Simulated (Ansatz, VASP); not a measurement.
**One calculation of Sb, two programs**

File INCAR:

```
SYSTEM = Sb
PREC     = Accurate       ! precision mode
ENCUT    = 520            ! plane-wave cutoff, eV
EDIFF    = 1E-6           ! SCF threshold, eV
ISMEAR   = -1             ! smearing method
SIGMA    = 0.05           ! smearing width, eV
LREAL    = .False.        ! projectors in reciprocal space
LASPH    = .True.         ! aspherical terms in the spheres
NELM     = 60             ! most SCF steps
ALGO     = Normal         ! electronic algorithm
ISIF     = 2              ! what is computed and relaxed
LWAVE    = .False.        ! write WAVECAR
LCHARG   = .False.        ! write CHGCAR
GGA      = PS             ! functional
NBANDS   = 8              ! bands
```

File KPOINTS:

```
Automatic mesh
0
Gamma
  19 19 19
  0 0 0
```

The input POSCAR:

```
Sb
1.0
   -1.4846596688      1.4846596688      2.4464823777
    1.4846596688     -1.4846596688      2.4464823777
    1.4846596688      1.4846596688     -2.4464823777
Sb
1
Direct
    0.0000000000      0.0000000000      0.0000000000
```

Input for Ansatz:

```yaml
crystal:
  lattice:
    - [-1.4846596688, 1.4846596688, 2.4464823777]
    - [1.4846596688, -1.4846596688, 2.4464823777]
    - [1.4846596688, 1.4846596688, -2.4464823777]
  atoms:
    - { symbol: Sb, position: [0.0, 0.0, 0.0] }
kpoints:
  mp_grid: { grid: [19, 19, 19] }
  band_path:
    path:
      - [0.0, 0.0, 0.0]
      - [0.0, 0.0, 0.5]
      - [0.25, 0.25, 0.25]
      - [0.0, 0.5, 0.0]
      - [0.0, 0.0, 0.0]
      - [0.5, 0.5, -0.5]
      - [0.3420681988, 0.6579318012, -0.3420681988]
      - [-0.3420681988, 0.3420681988, 0.3420681988]
      - [0.0, 0.0, 0.0]
    npoints: 5
scf:
  occupations: { method: fermi_dirac, width: 0.05 }
hamiltonian:
  xc: pbesol
  pseudopotentials: { kind: all_electron, lapw: { basis_error: 0.00025 } }
output:
  forces: true
  stress: true
  eigenvalues: true
```

Change from the starting cell: volume scaled by 0.96.

Alike in both runs: task single point; functional PBEsol; k mesh 19 × 19 × 19; occupations fermi-dirac, width 0.05 eV; no spin polarisation.

```csv
,VASP,Ansatz
version,VASP 6.6.1,Ansatz 0.2.0
potentials or method,"VASP PAW PBE potentials, release 64 (Sb)","all-electron LAPW, scalar-relativistic"
plane-wave cutoff (eV),520,see its input
```

```csv
,VASP,Ansatz,Ansatz less VASP
pressure (GPa),21.2,20.9,-0.31
largest component of the traceless stress (GPa),2.01,1.87,-0.140
```

Ansatz ran all-electron here, so the differences hold the error of VASP's frozen core and of both bases.

Caveats: so large a pressure means that the cell lies far from this level's equilibrium, or that cutoff or potentials fall short (VASP); the potentials were made for another functional, which shifts forces and pressure (VASP). Spin-orbit coupling is left out, which matters for the levels of Sb.
